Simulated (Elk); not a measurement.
An Elk run on Pr with settings drawn from a wide range, so not all are converged; totals and levels move with the basis, and no second program has checked them. Method: DFT, LDA (von Barth-Hedin), all-electron APW+lo, Dirac cores, scalar-relativistic bands in Elk 11.2.3 with local patches. Elk's input is in atomic units.

Command: `OMP_NUM_THREADS=1 elk` The run took 76 s on 1 thread of Arm Neoverse V1 (shared host), peak memory 0.07 GiB.

```
tasks
  0
  110
  115
  15
  195

xctype
  5

rgkmax
  7.5

gmaxvr
  12

lmaxapw
  10

lmaxo
  5

lmaxi
  4

nrmtscf
  2

nempty
  12

epspot
  1e-07

epsengy
  1e-05

maxscl
  60

swidth
  0.0005

stype
  1

lradstp
  2

mixtype
  3

hmaxvr
  6

reducebf
  0.5

spinpol
  .true.

tforce
  .true.

autolinengy
  .true.

sppath
  './'

avec
  -4.25471299160 4.25471299160 3.65653553990
  4.25471299160 -4.25471299160 3.65653553990
  4.25471299160 4.25471299160 -3.65653553990

atoms
  1
  'Pr.in'
  1
  0.000000000000 0.000000000000 0.000000000000   0.000 0.000 -0.500

ngridk
  6 6 6
```

Muffin-tin radii in the species files: Pr 2.80 bohr.

The cell is the one relaxed in the Materials Project (mp-568938), not relaxed further here; entries there can be hypothetical. The listed cell was then made from it by scaling, straining or moving an atom.

Q: What does the run give?

A: It did not converge (60 SCF iterations).
```
Warning(gndstate): failed to reach self-consistency after 60 loops
```
